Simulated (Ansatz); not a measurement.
One crystal and one scan (energy over volume and axial ratio) at two levels, r2SCAN (plane waves to 500 eV, PAW, scalar-relativistic; Ansatz, an electronic-structure program) and PBE (plane waves to 420 eV, PAW, scalar-relativistic; Ansatz), each from its own relaxed cell and on its own mesh. The cell shown is that of r2SCAN.

GeO2 (rutile)

```
CELL_PARAMETERS angstrom
      4.41054     0.00000     0.00000
      0.00000     4.41054     0.00000
      0.00000     0.00000     2.87016
ATOMIC_POSITIONS crystal
  Ge 0.00000 0.00000 0.00000
  Ge 0.50000 0.50000 0.50000
  O  0.30600 0.30600 0.00000
  O  0.80600 0.19400 0.50000
  O  0.19400 0.80600 0.50000
  O  0.69400 0.69400 0.00000
```

The relaxed cell is deformed in two ways at once: its volume V is scaled, and at that volume it is stretched along z (the c axis of the conventional cell) so that c/a changes. Fractional atomic positions are held.

Energies are smeared free energies. GeO2 was relaxed with its symmetry unable to fall. As the atoms are clamped, bonds stretch with the cell, which overstates energies and stresses. Percentages come from the unrounded values.

Results of r2SCAN:

Lattice constant a (Å): 4.411
Lattice constant c (Å): 2.870
Relaxed volume (Å³/atom): 9.31
Modulus against c/a change at fixed volume, (3/4V)·∂²E/∂(ln c/a)² (fit, atoms clamped) (GPa): 164

Problem. Estimate the PBE values.

Solution. 
| quantity | PBE | r2SCAN − PBE |
|---|---|---|
| Lattice constant a (Å) | 4.488 | -0.077 (-1.7 %) |
| Lattice constant c (Å) | 2.905 | -0.035 (-1.2 %) |
| Relaxed volume (Å³/atom) | 9.75 | -0.44 (-4.6 %) |
| Modulus against c/a change at fixed volume, (3/4V)·∂²E/∂(ln c/a)² (fit, atoms clamped) (GPa) | 137 | +27 (+20 %) |

r2SCAN gives the higher value for: modulus against c/a change at fixed volume. r2SCAN gives the lower value for: lattice constant a; lattice constant c; relaxed volume. Neither level is exact: the differences show how much the result hangs on the functional.

(A scan under strain: stresses follow from slopes of the energy per volume, elastic moduli from its curvatures.)
